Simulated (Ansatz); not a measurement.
# MoS2 in Ansatz: relaxation of cell and atoms with PBEsol

Aim: the relaxation of cell and atoms of MoS2 with PBEsol.

All numbers are computed with Ansatz 0.2.0; they aren't measurements. Logs are shortened: lines on timing, memory, paths and dates and some standing lists are left out, and cuts for length are marked.

**1. Starting point**

The cell holds a slab with vacuum, 9 atoms: a = 3.184 Å, b = 3.184 Å, c = 28.387 Å, α = 90.00°, β = 90.00°, γ = 120.00°.

**2. Relaxation of cell and atoms, PBEsol**

File input.yaml:

```yaml
crystal:
  lattice:
    - [3.1840155185, 0.0, 0.0]
    - [-1.5920077592, 2.757438325, 0.0]
    - [0.0, 0.0, 28.3873198]
  atoms:
    - { symbol: Mo, position: [0.3333333333, 0.6666666667, 0.22816477] }
    - { symbol: Mo, position: [0.3333333333, 0.6666666667, 0.77183523] }
    - { symbol: Mo, position: [0.6666666667, 0.3333333333, 0.0] }
    - { symbol: S, position: [0.6666666667, 0.3333333333, 0.17349309] }
    - { symbol: S, position: [0.6666666667, 0.3333333333, 0.71718751] }
    - { symbol: S, position: [0.3333333333, 0.6666666667, 0.94533412] }
    - { symbol: S, position: [0.6666666667, 0.3333333333, 0.28281249] }
    - { symbol: S, position: [0.6666666667, 0.3333333333, 0.82650691] }
    - { symbol: S, position: [0.3333333333, 0.6666666667, 0.05466588] }
hamiltonian:
  xc: pbesol
  pseudopotentials: { kind: paw }
kpoints:
  mp_grid: { grid: [10, 10, 1] }
scf:
  occupations: { method: fermi_dirac, width: 0.05 }
output:
  forces: true
  stress: true
  eigenvalues: true
  write_density: true
  write_potential: true
  elf: true
  volumetric_format: npy
relax:
  f_tol: 0.01
  max_steps: 40
  cell: { stress_tol: 0.05 }
```

Potentials or basis: Ansatz PAW.

The run is started by

```sh
$ ansatz run input.yaml --threads 4 --pin off --max-ram 11264MiB --backend cpu --events-out ev --progress --plain --runs-dir out
```

Output:

```text
Warning: RAYON_NUM_THREADS=4 ignored (pool sized by the plan → 4); use --threads N
Engine: ansatz 0.2.0, x86_64-unknown-linux-gnu
Pseudopotentials: kind: paw
Pseudopotential: Mo, paw, valence charge 14, recommended cutoff 420 eV (normal), Mo.paw.azcp
Pseudopotential: S, paw, valence charge 6, recommended cutoff 420 eV (normal), S.paw.azcp
Functional definition: PBEsol
  exchange = pbesol_x
  correlation = pbesol_c
Crystal: 9 atoms, lattice volume = 249.233 Å³
Basis set: ecut = 420 eV, 4895 PW (Γ), exchange–correlation on 48×48×384 points (8 copies of the dense FFT grid, shifted against one another)
Bands: 48, of which v1, the nominal top of the filled ones, is band 39 counted from 1 (38 counted from 0)
Symmetry: 12 space group operations
Space group: P-6m2 (ITA 187), of the structure as read, at distance tolerance 6.3e-5 Å
k-points: 14 of 100 (time reversal used)
Non-local potential: Mo, projectors of the file, l = 0: 3, l = 1: 2, l = 2: 2, l = 3: 1
Non-local potential: S, projectors of the file, l = 0: 2, l = 1: 2, l = 2: 2
PAW form: soft (Blöchl's): semilocal exchange-correlation on the pseudo side does not see the compensation charge
PAW frozen core: Mo, regenerated for the run's functional, and the local potential with it (the file was generated under x = pbe(κ = 0.804, μ = 0.2195149727645171), c = pbe(β = 0.06672455060314922))
PAW frozen core: S, regenerated for the run's functional, and the local potential with it (the file was generated under x = pbe(κ = 0.804, μ = 0.2195149727645171), c = pbe(β = 0.06672455060314922))
PAW one-centre angular grid: Mo, 590 points (default); XC on 64 Gauss nodes
PAW one-centre angular grid: S, 110 points (default); XC on 64 Gauss nodes
Initial density: superposition of atomic densities (neutral atoms: chi_scale 0, normalization atom), corrected by the library's trained network
Initial wavefunctions: pseudopotential atomic-orbital guess
Functional: x = pbesol(κ = 0.804, μ = 0.12345679012345678), c = pbesol(β = 0.046)
SCF iter   1: F=—  HF=-20010.420744 eV  |F-HF|=—  |Δ(HF+E_count)|=         —  Δρ=5.76e-3  dr2=1.32e-1  ethr=1.77e-3  ⟨swp⟩=9.2  Hψ=3193  notcnv=0
preconditioner: auto → Resta (q_TF=auto, 2.248 Å⁻¹)  ε∞=6.1  [insulator: Δε(μ)=1.193 eV  Ē_g=7.682 eV  σ=0.050 eV  W_gap=1.00  n_scr=20 (ndim 8)  ℏωp=17.3 eV  f_vac=0.330  D(μ)=0.00/eV (n_scr^D=0)  ε∞_Penn≈6.1  vacuum switching on, ρ_ref=4.3e-3 e/Å³]
SCF iter   2: F=—  HF=-20010.420359 eV  |F-HF|=—  |Δ(HF+E_count)|=   3.85e-4  Δρ=3.13e-3  dr2=1.98e-2  ethr=1.69e-4  ⟨swp⟩=2.2  Hψ=1109  notcnv=0  defer=13
SCF iter   3: F=—  HF=-20010.421857 eV  |F-HF|=—  |Δ(HF+E_count)|=   1.50e-3  Δρ=1.69e-3  dr2=4.21e-3  ethr=2.54e-5  ⟨swp⟩=2.2  Hψ=969  notcnv=0  defer=13
SCF iter   4: F=—  HF=-20010.423392 eV  |F-HF|=—  |Δ(HF+E_count)|=   1.53e-3  Δρ=7.52e-4  dr2=1.73e-3  ethr=5.39e-6  ⟨swp⟩=2.3  Hψ=983  notcnv=0  defer=13
SCF iter   5: F=—  HF=-20010.423599 eV  |F-HF|=—  |Δ(HF+E_count)|=   2.07e-4  Δρ=1.97e-4  dr2=8.99e-5  ethr=2.21e-6  ⟨swp⟩=2.4  Hψ=930  notcnv=0  defer=13
SCF iter   6: F=—  HF=-20010.423536 eV  |F-HF|=—  |Δ(HF+E_count)|=   6.36e-5  Δρ=3.71e-5  dr2=7.85e-6  ethr=1.15e-7  ⟨swp⟩=2.1  Hψ=1079  notcnv=0  defer=13
SCF iter   7: F=—  HF=-20010.423538 eV  |F-HF|=—  |Δ(HF+E_count)|=   2.44e-6  Δρ=1.18e-5  dr2=1.50e-6  ethr=1.01e-8  ⟨swp⟩=2.0  Hψ=968  notcnv=0  defer=13
SCF iter   8: F=—  HF=-20010.423538 eV  |F-HF|=—  |Δ(HF+E_count)|=   4.64e-7  Δρ=1.45e-5  dr2=1.27e-6  ethr=1.92e-9  ⟨swp⟩=2.0  Hψ=993  notcnv=0  defer=13
SCF iter   9: F=-20010.423538 eV  HF=-20010.423538 eV  |F-HF|=1.58e-8  |Δ(HF+E_count)|=   1.67e-7  Δρ=4.11e-6  dr2=7.15e-8  ethr=1.28e-10  ⟨swp⟩=13.8  Hψ=5891  notcnv=0
SCF 1 converged in 9 iterations: F = -20010.423538 eV  dr2 = 7.15e-8
relax step   1: F+E_penalty+E_count = -20010.42353829 eV  Δ(F+E_penalty+E_count) = +0.000e0 eV  max|allowed force component| = 1.499e-1 eV/Å  Δτ_max = 0.0000 Å  P = -2.129 GPa  Ω = 249.233 Å³  (9 SCF iters, dr2 threshold 1.00e-7 eV, accepted)
[... 76 lines left out ...]
SCF converged after 7 iterations
Free energy (F): -20010.483420 eV
Harris-Foulkes:  -20010.483420 eV  (|F-HF|=3.64e-12)
Internal energy: -20010.483420 eV  (E = F + TS)
E sigma→0 (E₀):  -20010.483420 eV
Entropy (-TS):   -0.000000 eV (-0.000 meV/atom)
Fermi energy:    5.886500 eV
--- Per-component energies (eV) ---
  E_band       = -888.281829
  E_kinetic    = 1970.033652
  E_local      = -42735.660793  (includes V_loc(G=0)·N_el)
  E_nonlocal   = 604.266198
  E_hartree    = 20475.714477
  E_xc         = -1127.361230
  E_vxc        = -1214.123338  (∫ρ·V_xc dr)
  E_paw        = -12935.756047  (= ΣΔE_a)
  E_vpaw       = -464.227163  (= ΣTr[D̂ρ^β])
  E_aug_tail   = 0.000093  (compensation charges beyond the density's cutoff)
  E_ewald      = 13737.280637
  E_core_change = 0.999594  (= ΣΔE_core)
  E_smearing   = -0.000000  (= −TS)
  E_closure    = -0.000000  (closes the sum)
  Σ components = -20010.483420   (vs F -20010.483420, Δ=0.00e0)
--- Forces (eV/Å), atoms counted from 1 ---
  atom   1  Mo    -0.00000000    -0.00000000     0.00052755
  atom   2  Mo    -0.00000000    -0.00000000    -0.00052755
  atom   3  Mo     0.00000000     0.00000000    -0.00000000
  atom   4  S      0.00000000    -0.00000000    -0.00224670
  atom   5  S      0.00000000    -0.00000000    -0.00188986
  atom   6  S      0.00000000     0.00000000    -0.00043780
  atom   7  S      0.00000000    -0.00000000     0.00188986
  atom   8  S      0.00000000    -0.00000000     0.00224670
  atom   9  S      0.00000000     0.00000000     0.00043780
  max |Σ_I F_I| component: 8.33e-17 eV/Å
--- Stress (GPa, compression-positive) ---
        0.026323       0.000000       0.000000
        0.000000       0.026323       0.000000
        0.000000       0.000000       0.011026
  P = ⅓ Tr σ = 0.0212 GPa (0.212 kbar)
--- Band table (eV; the first three rows and the last of 14) ---
  k-point 0: bands = ["-55.8700", "-55.8685", "-55.8685", "-30.0770", "-30.0756", "-30.0756", "-29.8117", "-29.8117", "-29.8101", "-29.8101", "-29.8101", "-29.8101", "-9.4832", "-9.4076", "-9.3348", "-8.1671", "-8.0343", "-7.9200", "-1.2859", "-0.9833", "-0.6660", "2.2111", "2.2111", "2.2148", "2.2148", "2.2172", "2.2172", "2.2938", "2.9198", "3.3607", "3.3607", "3.3732", "3.3732", "3.3834", "3.3834", "3.6628", "4.4937", "4.9974", "5.3221", "7.7111", "7.7111", "7.7220", "7.7220", "7.7287", "7.7287", "7.9505", "7.9505", "8.0013"]
  k-point 1: bands = ["-55.8657", "-55.8642", "-55.8642", "-30.0686", "-30.0672", "-30.0672", "-29.8543", "-29.8527", "-29.8527", "-29.8213", "-29.8197", "-29.8197", "-9.3256", "-9.2507", "-9.1783", "-8.0970", "-7.9696", "-7.8608", "-1.1111", "-0.8122", "-0.4948", "1.8719", "1.8735", "1.8849", "1.9498", "2.3711", "2.3729", "2.3787", "2.3831", "2.6708", "3.1171", "3.1314", "3.1433", "3.5237", "3.6763", "4.0484", "4.4849", "4.8928", "5.1104", "7.5276", "7.5376", "7.5569", "7.5665", "7.6419", "7.7068", "7.7599", "7.8149", "7.8707"]
  k-point 2: bands = ["-55.8544", "-55.8528", "-55.8528", "-30.0464", "-30.0451", "-30.0451", "-29.9645", "-29.9628", "-29.9628", "-29.8464", "-29.8448", "-29.8448", "-8.8866", "-8.8148", "-8.7448", "-7.9019", "-7.7906", "-7.6977", "-0.7083", "-0.4384", "-0.1462", "1.1660", "1.1702", "1.2384", "1.3313", "1.6010", "1.7777", "2.5931", "2.6101", "2.6254", "2.8077", "2.8204", "2.8301", "3.4438", "3.6488", "3.9552", "4.2625", "4.4033", "4.4521", "6.9079", "7.1039", "7.3507", "7.3958", "7.4602", "7.5189", "7.5298", "7.7231", "7.8360"]
  k-point 13: bands = ["-55.8198", "-55.8182", "-55.8182", "-30.1558", "-30.1542", "-30.1542", "-30.0602", "-30.0585", "-30.0585", "-29.9786", "-29.9772", "-29.9772", "-7.1495", "-7.1343", "-7.1170", "-7.0945", "-7.0786", "-7.0718", "-0.7286", "-0.6845", "-0.6429", "-0.2137", "-0.1535", "-0.1217", "0.8765", "0.9015", "0.9071", "1.2218", "1.2422", "1.3870", "1.6467", "1.8538", "1.9004", "2.6880", "2.7641", "2.8978", "4.6549", "4.7061", "4.7536", "6.7482", "6.7771", "6.8006", "7.5792", "7.8814", "8.1945", "8.2927", "8.4001", "8.4415"]
--- Relaxed structure (5 steps of the walk, 4 accepted, 1 SCFs on fresh bases) ---
  F+E_penalty+E_count = -20010.48342047 eV   max|allowed force component| = 2.247e-3 eV/Å   (the final SCF, on the basis selected at the relaxed cell)
  cell:  # Å, volume = 239.3137 Å³
    - [3.1407400527585114, -2.8475139624173478e-11, -1.039383760676772e-33]
    - [-1.5703700263545954, 2.719960672386387, -6.05474045966389e-34]
    - [-9.266700818041161e-33, -1.1583376022551454e-32, 28.013863803861497]
  atoms:
    - { symbol: Mo, position: [0.3333333333333333, 0.6666666666666666, 0.22444482841104066] }
    - { symbol: Mo, position: [0.3333333333333333, 0.6666666666666666, 0.7755551715889595] }
    - { symbol: Mo, position: [0.6666666666666666, 0.33333333333333337, 4.0739397923641655e-20] }
    - { symbol: S, position: [0.6666666666666666, 0.33333333333333337, 0.16877996663527042] }
    - { symbol: S, position: [0.6666666666666666, 0.33333333333333337, 0.7199403977626838] }
    - { symbol: S, position: [0.3333333333333333, 0.6666666666666666, 0.9443398172724392] }
    - { symbol: S, position: [0.6666666666666666, 0.33333333333333337, 0.2800596022373164] }
    - { symbol: S, position: [0.6666666666666666, 0.33333333333333337, 0.8312200333647296] }
    - { symbol: S, position: [0.3333333333333333, 0.6666666666666666, 0.05566018272756086] }
```

Run time: 19 s. Hardware: 4 threads of Intel Xeon Platinum 8488C (Sapphire Rapids), shared host; peak memory 0.75 GiB.

What came out:

```yaml
Free_energy: -20010.4834 eV
Relaxed_volume: 26.59 Å³/atom
Relaxed_cell: a = 3.141 Å, b = 3.141 Å, c = 28.014 Å, α = 90.00°, β = 90.00°, γ = 120.00°
Space_group_after_relaxing_to_0.05_Å: P-6m2 (No. 187)
Energy_gained_by_relaxing: 6.7 meV/atom
Ionic_steps: 5
Band_gap_on_the_k_mesh: 1.24 eV, indirect (least direct gap 1.99 eV)
```

Forces on the atoms (eV/Å):
```
Mo   0.000  0.000  0.001
Mo   0.000  0.000 -0.001
Mo   0.000  0.000  0.000
S    0.000  0.000 -0.002
S    0.000  0.000 -0.002
S    0.000  0.000  0.000
S    0.000  0.000  0.002
S    0.000  0.000  0.002
S    0.000  0.000  0.000
```

The path:
```csv
step,energy change (eV),largest force (eV/Å),volume (Å³)
1,0.0000,0.1499,249.23
2,-0.0577,0.0733,241.34
3,-0.0602,0.0147,239.60
4,-0.0604,0.0022,239.31
5,-0.0599,0.0022,239.31
```

Final structure:
```
Mo S
1.0
     3.14074    0.00000    0.00000
    -1.57037    2.71996    0.00000
     0.00000    0.00000   28.01386
Mo S
3 6
Direct
  0.33333 0.66667 0.22444
  0.33333 0.66667 0.77556
  0.66667 0.33333 0.00000
  0.66667 0.33333 0.16878
  0.66667 0.33333 0.71994
  0.33333 0.66667 0.94434
  0.66667 0.33333 0.28006
  0.66667 0.33333 0.83122
  0.33333 0.66667 0.05566
```

Caveat: the plane-wave basis is chosen anew once the cell has moved, so the energies of steps on either side of that aren't comparable; the PAW data sets come from PBE, with cores solved anew for the run's functional, which leaves a small shift of forces and pressure.
